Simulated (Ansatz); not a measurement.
# LiF: a two-dimensional sheet

It was reached by relaxing an invented guess, and it needn't be the stable form of this composition.

These are results of DFT PBE, scalar-relativistic, plane waves, PAW in Ansatz, not measurements. Settings: cutoff 420 eV, Γ-centred mesh 8×8×1 on the computed 2-atom cell, Gaussian smearing of 0.02 eV; no spin polarisation.

This is a two-dimensional sheet: the third axis spans vacuum and isn't periodic.

```cif
data_structure
_symmetry_space_group_name_H-M 'P 1'
_symmetry_Int_Tables_number 1
_cell_length_a 2.6968
_cell_length_b 2.6968
_cell_length_c 23.8000
_cell_angle_alpha 90.000
_cell_angle_beta 90.000
_cell_angle_gamma 90.000
_cell_volume 173.09
loop_
_atom_site_label
_atom_site_type_symbol
_atom_site_fract_x
_atom_site_fract_y
_atom_site_fract_z
_atom_site_occupancy
Li1 Li 0.50000 0.50000 0.29412 1
F1 F 0.00000 0.00000 0.29412 1
```

The zero of energy is the elements' standard structures at the same level (F₂ as a molecule); no fitted shifts are applied.

| Property | Result |
| --- | --- |
| Layer group | p4/mmm (No. 61) |
| In-plane cell | a = 2.697 Å, b = 2.697 Å, γ = 90.0° |
| Area per atom | 3.64 Å² |
| Thickness between the outermost nuclei | 0.00 Å |
| Formation energy | −2.828 eV/atom |
| Band gap over mesh and path | 6.23 eV |
| Löwdin character of the top 1 eV of the valence band | F 2p 99 % |
| Bader charges (e) | Li1 0.91, F2 -0.91 |

Levels along Γ–X–M–Γ, in eV from a zero inside the gap, sorted by energy at each point. Points in fractions of the primitive reciprocal vectors: Γ (0.000 0.000 0.000), X (0.000 0.500 0.000), M (0.500 0.500 0.000).
```tsv
point	k (1/Å, with 2π)	band 3	band 4	band 5	band 6	band 7	band 8
Γ	0.000	-4.51	-3.48	-3.48	3.11	3.74	4.52
-	0.583	-4.37	-4.16	-3.30	4.43	4.83	5.81
X	1.165	-5.15	-3.78	-3.11	7.04	7.78	8.37
-	1.747	-5.30	-4.38	-3.58	8.31	9.38	9.49
M	2.330	-5.45	-5.45	-3.36	11.59	12.33	12.66
-	3.154	-4.52	-4.23	-3.88	5.77	5.92	7.11
Γ	3.977	-4.51	-3.48	-3.48	3.11	3.74	4.52
```

The last run used an 8×8×1 mesh for its 2-atom cell and Gaussian smearing of 0.02 eV. Kohn–Sham gaps at this level usually fall short of measured ones.
